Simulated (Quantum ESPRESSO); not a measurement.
Runs of Quantum ESPRESSO 7.5 on Fe. Symmetry: Im-3m, No. 229, cubic system. Conventional cell: a = 2.886 Å, b = 2.886 Å, c = 2.886 Å, α = 90.00°, β = 90.00°, γ = 90.00°. Fe (site symmetry m-3m) is surrounded by 8 Fe at 2.50 Å. 

| task | level | potentials or basis | cell | k mesh | cutoff (eV) | smearing | form of the LDA correlation | k mesh for the Wannier functions | gap on the mesh (eV) | pressure (GPa) | moment (μB) |
| --- | --- | --- | --- | --- | --- | --- | --- | --- | --- | --- | --- |
| phonons | BLYP | GBRV 1.5 PBE | relaxed | 9 × 9 × 9 | 762 | cold 0.2 eV | - | - | none | 0.0 | 2.45 |
| band structure | LDA | PseudoDojo 0.4.1 SR LDA standard | as given | 13 × 13 × 13 | 1225 | fermi-dirac 0.05 eV | PW92 | - | none | -24.5 | 2.29 |
| phonons | LDA | JTH 2.0 LDA | relaxed | 13 × 13 × 13 | 490 | cold 0.136 eV | PW92 | - | none | - | (a) |
| phonons | PBEsol | GBRV 1.5 PBEsol | relaxed | 11 × 11 × 11 | 762 | cold 0.2 eV | - | - | none | 0.1 | (b) |
| Wannier functions | PBE | JTH 2.0 PBE | as given | 10 × 10 × 10 | 490 | fermi-dirac 0.05 eV | - | 8 × 8 × 8 | none | - | 2.17 |

Alike in all rows: spin collinear, ferromagnetic start.

Problem. Estimate the missing entries.

Solution. (a) 1.98; (b) 2.22.

Caveats: the q point doesn't lie on the k mesh, which can shift a metal's frequencies strongly unless the mesh is converged (some runs); the mesh is thin for the phonons of a metal (some runs); the cutoff lies well under what these potentials need, so the values aren't converged (some runs); the cutoff is low for these files, which shifts pressure and relaxed volume (some runs); the potentials were made for another functional, which shifts forces and pressure (some runs); so large a pressure means that the cell lies far from this level's equilibrium, or that cutoff or potentials fall short (some runs); the Wannier minimisation didn't converge (some runs).

A k mesh can miss the band edges.

A gap of «none» marks a metal or a gap under the smearing width.

Not every run made on this cell is shown here.
